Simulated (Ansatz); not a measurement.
The geometry is COD entry 9008503, unchecked; take it as a test cell. It differs from other determinations. The listed cell was then made from it by scaling, straining or moving an atom.

An input for La: DFT, LDA, PAW with Ansatz's default frozen-core files, scalar-relativistic (Ansatz 0.2.0). The PAW files were made with PBE; their cores are remade for this functional.

Command: `ansatz run input.yaml --threads 1 --pin off --max-ram 3072MiB --backend cpu --events-out ev --progress --plain --runs-dir out` The run took 18 s on 1 thread of Intel(R) Xeon(R) Platinum 8488C (Sapphire Rapids) (shared host), peak memory 0.69 GiB.

```yaml
crystal:
  lattice:
    - [3.7500020507, 0.0187500102, 0.0187500102]
    - [-1.8587630401, 3.238222035, 0.0068629801]
    - [0.03035, 0.03035, 6.07]
  atoms:
    - { symbol: La, position: [0.3333333333, 0.6666666667, 0.25] }
    - { symbol: La, position: [0.6666666667, 0.3333333333, 0.75] }
kpoints:
  mp_grid: { grid: [11, 11, 6] }
scf:
  occupations: { method: fermi_dirac, width: 0.05 }
hamiltonian:
  xc: lda
  pseudopotentials: { kind: paw }
output:
  forces: true
  stress: true
  eigenvalues: true
  efg: { contact_densities: true }
```

The results part of the log:

```
SCF 1 converged in 6 iterations: F = -12152.144765 eV  dr2 = 6.51e-9
  greatest PAW one-centre occupation: 0.975 electrons in one spin orbital (limit 2), on the La atom at site 1 (counted from 0), in its partial waves of l = 0
SCF converged after 6 iterations
Free energy (F): -12152.144765 eV
Harris-Foulkes:  -12152.144765 eV  (|F-HF|=8.00e-10)
Internal energy: -12152.110221 eV  (E = F + TS)
E sigma→0 (E₀):  -12152.127493 eV
Entropy (-TS):   -0.034544 eV (-17.272 meV/atom)
Fermi energy:    10.827564 eV
--- Per-component energies (eV) ---
  E_band       = -94.401273
  E_kinetic    = 385.530970
  E_local      = -673.467258  (includes V_loc(G=0)·N_el)
  E_nonlocal   = 197.327803
  E_hartree    = 211.640811
  E_xc         = -276.142711
  E_vxc        = -294.096985  (∫ρ·V_xc dr)
  E_paw        = -10486.963655  (= ΣΔE_a)
  E_vpaw       = -132.976202  (= ΣTr[D̂ρ^β])
  E_aug_tail   = -0.000000  (compensation charges beyond the density's cutoff)
  E_ewald      = -1510.681612
  E_core_change = 0.645433  (= ΣΔE_core)
  E_smearing   = -0.034544  (= −TS)
  E_closure    = -0.000000  (closes the sum)
  Σ components = -12152.144765   (vs F -12152.144765, Δ=0.00e0)
--- Forces (eV/Å), atoms counted from 1 ---
  atom   1  La    -0.00201490    -0.00002506     0.00029308
  atom   2  La     0.00201490     0.00002506    -0.00029308
  max |Σ_I F_I| component: 0.00e0 eV/Å
--- Stress (GPa, compression-positive) ---
       -2.985044      -0.142725      -0.099588
       -0.142725      -2.984958      -0.099628
       -0.099588      -0.099628      -3.110394
  P = ⅓ Tr σ = -3.0268 GPa (-30.268 kbar)
--- PAW observables at the nuclei: V_zz in 10²¹ V/m², potentials from the cell's mean, atoms counted from 1 ---
  atom   1  La V_zz =    -1.104409   η = 0.8292   by run symmetry: allowed
            electrostatic potential = -9876.473241 V   contact ρ = 2238489.708891 e/Å³
  atom   2  La V_zz =    -1.104409   η = 0.8292   by run symmetry: allowed
            electrostatic potential = -9876.473241 V   contact ρ = 2238489.708891 e/Å³
--- Band table (eV; the first three rows and the last of 364) ---
  k-point 0: bands = ["-22.0463", "-21.8402", "-6.3528", "-5.1360", "-5.1224", "-4.9478", "-4.9324", "-4.9086", "7.6047", "9.0531", "11.8349", "12.0581", "12.1910", "12.2189", "12.2907"]
  k-point 1: bands = ["-22.0329", "-21.8544", "-6.2669", "-5.1237", "-5.1100", "-5.0205", "-4.9592", "-4.9453", "7.8183", "9.0960", "11.7839", "12.0495", "12.0893", "12.1483", "12.1887"]
  k-point 2: bands = ["-21.9960", "-21.8930", "-6.0259", "-5.3096", "-5.0899", "-5.0761", "-4.9944", "-4.9803", "8.3648", "9.1458", "11.5192", "11.7513", "12.0619", "12.0921", "12.2012"]
  k-point 363: bands = ["-21.8603", "-21.7901", "-6.1666", "-5.9652", "-5.6765", "-5.4329", "-5.2264", "-5.1442", "9.3430", "9.6276", "10.4488", "11.0212", "11.8094", "12.2390", "12.3837"]
```
